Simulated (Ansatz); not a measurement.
Working through a comparison of functionals at one structure of V, space group Fm-3m

Program: Ansatz's Python interface.

Run as a notebook:

**Cell 1**
```python
import warnings

import ansatz as az
import pandas as pd
```

**Cell 2**
```python
warnings.simplefilter("ignore", az.DeckWarning)
```

**Cell 3**
```python
xtal = (
    az.Lattice.of([0.0, 1.895, 1.895], [1.895, 0.0, 1.895], [1.895, 1.895, 0.0])
    .atom("V", [0.0, 0.0, 0.0])
    .moments(V=1.5)
)
```

**Cell 4**
```python
job = (
    xtal.calculation()
    .spin(az.SpinTreatment.COLLINEAR)
    .accuracy("medium")
    .kpoints(6, center="monkhorst-pack")
    .occupations("cold", width=200 * az.meV)
    .scf(tolerance=1e-09)
    .basis(530)
    .stress()
)
```

**Cell 5**
```python
rows = []
for value in ["rpbe", "blyp", "pbe"]:
    r = job.functional(value).run(threads=1).report
    rows.append((value, r["free_energy_ev"] / len(r["lattice"]["sites"]), r["n_iterations"], sum(r["stress_gpa"][i][i] for i in range(3)) / 3, r["magnetization_mub"], r["n_kpoints"]))

table = pd.DataFrame(rows, columns=["functional", "F/atom (eV)", "iterations", "P (GPa)", "moment (muB)", "k-points"])
table.round(5)
```
Output:
```text
RunWarning: the starting moments were not kept: the SCF closed with an absolute magnetisation of 3.1e-6 μB, where they sum to 1.5 μB in size (1 site). That is at most 0.1 of that sum. Measured as [...]
  functional  F/atom (eV)  iterations  P (GPa)  moment (muB)  k-points
0       rpbe  -2916.58381          14  7.91992           0.0        28
1       blyp  -2918.67727          14  8.84923           0.0        28
2        pbe  -2912.16764          14  3.68999           0.0        28
```

From lowest to highest: PBE (3.7 GPa), RPBE (7.9 GPa) and BLYP (8.8 GPa). At a fixed cell a lower pressure usually means a smaller equilibrium volume, so PBE prefers the smallest cell and BLYP the largest.

What to keep in mind:
- The SCF didn't keep the moments it started from (some shrank, vanished or turned); what is printed is the state reached.
- BLYP can be off by several per cent in the lattices of metals, and by several GPa in the pressure at a fixed cell.
- For a metal this mesh is far too coarse, so the numbers only illustrate the procedure.
- The mesh has less symmetry than the crystal, which the program warned of.
- Pressure is positive in compression.
- This isn't the structure that V takes at ambient conditions.
- Warnings are shown shortened and without file and line.
- Total energies of different functionals can't be compared; pressures, moments and gaps at this one structure can.
- The script silences the warnings on its input, which a real study should read.
- It ran for 3.8 s on 1 thread of Intel(R) Xeon(R) 6975P-C (Granite Rapids), on a shared host, peak memory 0.43 GiB.

(Lines on the test bed's own set-up are left out of the output.)
